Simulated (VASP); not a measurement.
Cd:

```
CELL_PARAMETERS angstrom
2.97887 0.00000 0.00000
-1.48944 2.57978 0.00000
0.00000 0.00000 5.61765
ATOMIC_POSITIONS crystal
Cd 0.66667 0.33333 0.75000
Cd 0.33333 0.66667 0.25000
```

- Program: VASP 6.6.1
- Task: relaxation of cell and atoms
- Functional: TPSS
- Dispersion: D4
- Potentials or basis: VASP PAW PBE potentials, release 64 (Cd)
- Cutoff: 600 eV
- k mesh: 10 × 10 × 5
- Occupations: gaussian, width 0.05 eV
- Spin: no spin polarisation

At the start: pressure -3.7 GPa; volume 21.59 Å³/atom.

Question: How do energy, volume and symmetry change on relaxing?

Answer: Over 6 steps the energy falls by 21.6 meV/atom and the volume is 20.19 Å³/atom (-6.5 %); space group P6_3/mmc (No. 194, to 0.05 Å).

Step by step:
| step | energy change (eV) | largest force (eV/Å) | pressure (GPa) | volume (Å³) |
| --- | --- | --- | --- | --- |
| 1 | 0.0000 | 0.0000 | -3.66 | 43.17 |
| 2 | -0.0385 | 0.0000 | 0.67 | 40.16 |
| 3 | -0.0386 | 0.0000 | 0.42 | 40.30 |
| 4 | -0.0432 | 0.0000 | 0.17 | 40.25 |
| 5 | -0.0432 | 0.0000 | 0.17 | 40.25 |
| 6 | -0.0432 | 0.0000 | -0.05 | 40.38 |

Final structure:
```yaml
crystal:
  lattice:
    - [2.94667, 0.00000, 0.00000]
    - [-1.47334, 2.55189, 0.00000]
    - [0.00000, 0.00000, 5.36967]
  atoms:
    - { symbol: Cd, position: [0.66667, 0.33333, 0.75000] }
    - { symbol: Cd, position: [0.33333, 0.66667, 0.25000] }
```

Caveat: the PAW data sets were made with another functional, which shifts forces and pressure a little; pairwise dispersion overbinds metals, which lowers pressure and volume.
